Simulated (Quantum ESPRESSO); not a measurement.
V: phonons at N under several settings

```xyz
1
Lattice="-1.5144 1.5144 1.5144 1.5144 -1.5144 1.5144 1.5144 1.5144 -1.5144" Properties=species:S:1:pos:R:3 pbc="T T T"
V     0.0000    0.0000    0.0000
```

All runs used Quantum ESPRESSO 7.5; k mesh 8 × 8 × 8; relaxed cell; collinear spin, ferromagnetic start; cutoff 612 eV; occupations cold, width 0.2 eV.

| level | potentials | volume (Å³/atom) | frequencies (cm⁻¹) |
| --- | --- | --- | --- |
| LDA | GBRV 1.5 LDA | 12.48 | 208 223 255 |
| PBE | GBRV 1.5 PBE | 13.36 | 196 216 246 |
| PBEsol | GBRV 1.5 PBEsol | 12.85 | 206 227 254 |
| WC | GBRV 1.5 PBE | 12.90 | 205 226 253 |
| revPBE | GBRV 1.5 PBE | 13.59 | 191 209 243 |
| AM05 | GBRV 1.5 PBE | ? | ? |

Question: What stands in the row left open?

Answer: Volume 12.84 Å³/atom; frequencies 366 374 396 cm⁻¹.

Caveats: all runs use coarse meshes; the mesh is thin for the phonons of a metal; the potentials were made for another functional, which shifts forces and pressure (some runs).

For the row left open. Caveat: the k mesh is coarse (spacing up to 0.37 Å⁻¹), so the values aren't converged; the mesh is thin for the phonons of a metal; the potentials were made for another functional, which shifts forces and pressure.
